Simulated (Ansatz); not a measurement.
Starting cell, CaF$_{2}$ (fluorite):

```
CELL_PARAMETERS angstrom
      0.00000     2.75553     2.75553
      2.75553     0.00000     2.75553
      2.75553     2.75553     0.00000
ATOMIC_POSITIONS crystal
  Ca 0.00000 0.00000 0.00000
  F  0.75000 0.75000 0.75000
  F  0.25000 0.25000 0.25000
```

A phonon eigenvector at Γ is frozen into this cell: atom i moves by Q times the vector below, so Q is the largest atomic displacement, in Å. The cell is held. It is one choice among 3 degenerate patterns.

```json
[
 {"atom": "F2", "x": "0.000", "y": "0.000", "z": "-1.000"},
 {"atom": "F3", "x": "0.000", "y": "0.000", "z": "1.000"}
]
```

Atoms not listed stay in place.

Calculation: PBE (plane waves to 420 eV, PAW, scalar-relativistic; Ansatz, a first-principles code). k mesh 10×10×10 (Γ-centred), Fermi-Dirac smearing 0.05 eV. The energy includes the smearing's −TS. CaF2 was relaxed with its symmetry unable to fall. The zero of ΔE is the undisplaced structure.

```tsv
Q (Å)	−dE/dQ from forces (eV/Å)	ΔE (meV/cell)
-0.100	1.365	66.8
-0.083	1.122	46.0
-0.067	0.888	?
-0.050	0.660	?
-0.033	0.437	?
-0.017	0.218	?
0.000	0.000	0.0
0.017	-0.218	?
0.033	-0.437	?
0.050	-0.660	?
0.067	-0.888	?
0.083	-1.122	46.0
0.100	-1.365	66.8
```

Task: Some entries are withheld; supply them.

Result: 
- -0.067, ΔE (meV/cell): 29.3
- -0.050, ΔE (meV/cell): 16.4
- -0.033, ΔE (meV/cell): 7.3
- -0.017, ΔE (meV/cell): 1.8
- 0.017, ΔE (meV/cell): 1.8
- 0.033, ΔE (meV/cell): 7.3
- 0.050, ΔE (meV/cell): 16.4
- 0.067, ΔE (meV/cell): 29.3

(For displaced atoms, the force is minus the slope of the energy, and its curvature is a force constant, which sets phonon frequencies.)
